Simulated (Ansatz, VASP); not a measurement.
**One calculation of Hf8O15 (a cell with a defect), two programs**

```
Hf O
1.0
     0.00000    5.03216    5.03216
     5.03216    0.00000    5.03216
     5.03216    5.03216    0.00000
Hf O
8 15
Direct
  0.00125 0.00125 0.00125
  0.00125 0.00125 0.49626
  0.00125 0.49626 0.00125
  0.00478 0.49841 0.49841
  0.49626 0.00125 0.00125
  0.49841 0.00478 0.49841
  0.49841 0.49841 0.00478
  0.49841 0.49841 0.49841
  0.37265 0.37265 0.87735
  0.37265 0.87735 0.37265
  0.37265 0.87735 0.87735
  0.87735 0.37265 0.37265
  0.87735 0.37265 0.87735
  0.87735 0.87735 0.37265
  0.87500 0.87500 0.87500
  0.12500 0.12500 0.12500
  0.13024 0.13024 0.61976
  0.13024 0.61976 0.13024
  0.13024 0.61976 0.61976
  0.61976 0.13024 0.13024
  0.61976 0.13024 0.61976
  0.61976 0.61976 0.13024
  0.62500 0.62500 0.62500
```

Change from the starting cell: O vacancy, charge +0, ions relaxed.

Alike in both runs: functional PBE; k mesh 3 × 3 × 3; occupations fermi-dirac, width 0.01 eV; collinear spin.

Ansatz relaxed the structure, and its values are those at the end. VASP's run is a single point on that final structure, the one shown.

|  | VASP | Ansatz |
| --- | --- | --- |
| version | VASP 6.6.1 | Ansatz 0.2.0 |
| potentials or method | VASP PAW PBE potentials, release 64 (Hf_pv, O) | plane-wave PAW, scalar-relativistic |
| plane-wave cutoff (eV) | 520 | 420 |
| valence electrons in the cell | 170 | 298 |

|  | VASP | Ansatz | Ansatz less VASP |
| --- | --- | --- | --- |
| gap on the k mesh at the Fermi level (eV) | 1.20 | 1.20 | 0.000 |
| pressure (GPa) | 4.4 | 8.1 | +3.74 |
| rms of the force components (eV/Å) | 0.027 | 0.000 | -0.0273 |
| net moment per atom (μB) | 0.00 | 0.00 | 0.000 |

The two sets of potentials don't hold the same shells in valence. Ansatz warned: «gradients_without_spin_orbit».

Caveats: spin-orbit coupling is left out, which moves the levels of the heavy elements.
